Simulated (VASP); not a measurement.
Input of a VASP 6.6.1 run:

Contents of INCAR:

```
SYSTEM = Fe
PREC     = Accurate       ! precision mode
ENCUT    = 600            ! plane-wave cutoff, eV
EDIFF    = 1E-6           ! SCF threshold, eV
ISMEAR   = -1             ! smearing method
SIGMA    = 0.05           ! smearing width, eV
LREAL    = .FALSE.        ! projectors in reciprocal space
LASPH    = .TRUE.         ! aspherical terms in the spheres
NELM     = 120            ! most SCF steps
ALGO     = Normal         ! electronic algorithm
ISIF     = 3              ! what is computed and relaxed
LWAVE    = .FALSE.        ! write WAVECAR
LCHARG   = .FALSE.        ! write CHGCAR
ISPIN    = 2              ! spin polarisation
MAGMOM   = 3              ! initial moments
LORBIT   = 11             ! projections on sites
LMAXMIX  = 4              ! l up to which the mixer works
GGA      = PE             ! functional
IVDW     = 12             ! dispersion correction
IBRION   = 2              ! ionic algorithm
NSW      = 60             ! ionic steps
EDIFFG   = -0.005         ! ionic threshold
```

File KPOINTS:

```
Automatic mesh
0
G
  12 12 12
  0 0 0
```

Contents of POSCAR:

```
Fe
1.0
   -1.4430000000      1.4430000000      1.4430000000
    1.4430000000     -1.4430000000      1.4430000000
    1.4430000000      1.4430000000     -1.4430000000
Fe
1
Direct
    0.0000000000      0.0000000000      0.0000000000
```

Potentials or basis: VASP PAW PBE potentials, release 64 (Fe).

Launch:

```bash
$ cat potpaw_PBE.64/Fe/POTCAR > POTCAR
$ mpirun -np 1 vasp_std > vasp.out
```

Q: What does it give for the dispersion energy per atom?

A: -0.369 eV.

Q: Predict the relaxed cell.

A: a = 2.427 Å, b = 2.427 Å, c = 2.427 Å, α = 109.47°, β = 109.47°, γ = 109.47°.

The path:
```csv
step,energy change (eV),largest force (eV/Å),pressure (GPa),volume (Å³)
1,0.0000,0.0000,-13.47,12.02
2,-0.0157,0.0000,14.97,10.35
3,-0.0450,0.0000,-0.51,11.04
4,-0.0450,0.0000,-0.08,11.01
5,-0.0450,0.0000,0.28,10.99
6,-0.0450,0.0000,-0.21,11.02
7,-0.0450,0.0000,0.01,11.01
```

Caveat: pairwise dispersion overbinds metals, which lowers pressure and volume.
